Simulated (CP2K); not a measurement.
The system is AlN.

```
CELL_PARAMETERS angstrom
3.11300 0.00000 0.00000
-1.55650 2.69594 0.00000
0.00000 0.00000 4.98100
ATOMIC_POSITIONS crystal
Al 0.66667 0.33333 0.50000
Al 0.33333 0.66667 0.00000
N 0.66667 0.33333 0.88000
N 0.33333 0.66667 0.38000
```

Base run:

```yaml
Program: CP2K 2026.2
Functional: PBEsol
Potentials_or_basis: POTENTIAL_UZH Al GTH-PBE-q3, N GTH-PBE-q5; TZVP-MOLOPT-PBE-GTH basis
Density_cutoff: 9184 eV
k_mesh: 10 × 10 × 6
Occupations: fermi-dirac, width 0.05 eV
Spin: no spin polarisation
```

Its results: band gap on the k mesh 4.12 eV, direct; pressure 2.4 GPa; largest force 0.147 eV/Å.

Q: After a change of settings the same cell gave: band gap on the k mesh 4.63 eV, direct; pressure 4.6 GPa; largest force 0.104 eV/Å. Which change was it?
A. functional from PBEsol to revPBE
B. functional from PBEsol to LDA
C. functional from PBEsol to TASK
D. functional from PBEsol to vdW-DF2

A: D.

Caveats: the potentials were made for another functional, which shifts forces and pressure; the basis of atomic orbitals isn't converged, which shifts pressures, moduli and gaps.

Runs at the PBE level aren't shown here.
